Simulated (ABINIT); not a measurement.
Crystal: BN.

```
N B
1.0
     0.00000    1.81300    1.81300
     1.81300    0.00000    1.81300
     1.81300    1.81300    0.00000
N B
1 1
Direct
  0.25000 0.25000 0.25000
  0.00000 0.00000 0.00000
```

The cell is a database's computed one.

Base run:

- Program: ABINIT 10.8.3 (patched build)
- Functional: PBE
- Potentials or basis: JTH PAW PBE v2.0
- Cutoff: 707 eV
- k mesh: 13 × 13 × 13
- Occupations: fermi-dirac, width 0.05 eV
- Spin: no spin polarisation

Its results: band gap on the k mesh 4.52 eV, indirect (least direct gap 8.76 eV); pressure -0.4 GPa.

Question: After a change of settings the same cell gave: band gap on the k mesh 5.02 eV, indirect (least direct gap 9.46 eV); pressure -2.6 GPa. Which change was it?
A. functional from PBE to r2SCAN; cutoff from 707 eV to 844 eV; fine-grid cutoff from 1306.15 eV to 1442.2 eV
B. functional from PBE to PBEsol
C. functional from PBE to PBEsol; k mesh from 13 × 13 × 13 to 10 × 10 × 10
D. functional from PBE to PBEsol; k mesh from 13 × 13 × 13 to 8 × 8 × 8

Answer: A.

Caveats: an odd mesh through Γ misses points on the zone boundary, where band edges often lie (some runs); the PAW data sets were made with another functional, which shifts forces and pressure a little (some runs).
